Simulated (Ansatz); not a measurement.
# BAs: the change of pressure with volume scale

All results are calculated (Ansatz 0.2.0). Periodic Kohn-Sham DFT of a crystal at fixed atoms, scaled to volume_scale times the given cell; pressure positive in compression, energy less spherical unpolarised free atoms, largest_vzz the field gradient of largest size among the nuclei.

The cell before it is scaled or strained (space group Fm-3m, No. 225):
```
CELL_PARAMETERS angstrom
0.00000 2.30680 2.30680
2.30680 0.00000 2.30680
2.30680 2.30680 0.00000
ATOMIC_POSITIONS crystal
B 0.00000 0.00000 0.00000
As 0.50000 0.50000 0.50000
```

Settings of every row: method frozen-core PAW; functional PBE; relativity scalar; k mesh 14x14x14; filling fermi-dirac; smearing width 0.05 eV; wave cutoff 420 eV; paw set soft_2.

Atom start moment: 0 on all atoms.

Limits: the cell comes from a prototype or a list of computed structures and needn't be the stable phase.

```
row  volume scale  V (Å³/atom)  pressure (GPa)
  1          0.96       11.784           5.733
  2          0.98        12.03           2.718
  3             1       12.276               ?
  4          1.02       12.521           -2.45
  5          1.04       12.766          -4.659
```

Question: what pressure should row 3 give?

Worked fit of pressure. Take u = (V_r/V)^(2/3) − 1 with V_r = 12.276 Å³ an atom, which is twice the finite (Eulerian) strain; such expansions in the strain, on which the Birch-Murnaghan equation of state is built, carry the rest volume and the bulk modulus. The shown rows have u = 0.02764, 0.01359, -0.01309, -0.02576. Least squares give pressure = −0.004 + 193.619 × u + 503.1 × u² GPa; a straight line predicts inner rows, each left out in turn, worse (root mean square 0.21 against 0.0056 GPa). The rows lie off it by 0.001, -0.002, 0.002, -0.001. The pressure vanishes at u = 0.0000, or V = 12.28 Å³ an atom, and there the bulk modulus at fixed shape and fractions is B = −V dP/dV = (2/3)(1 + u) dP/du = 129 GPa. The withheld row has u = 0, so the fit gives −0.004 + 193.619 × (0) + 503.1 × (0)² = -0.004 GPa.

The calculation gave 0.001 GPa. The fit lies 0.005 GPa (500 % of the value, 0.048 % of the column's range) below it; its largest miss of a shown row is 0.002 GPa.
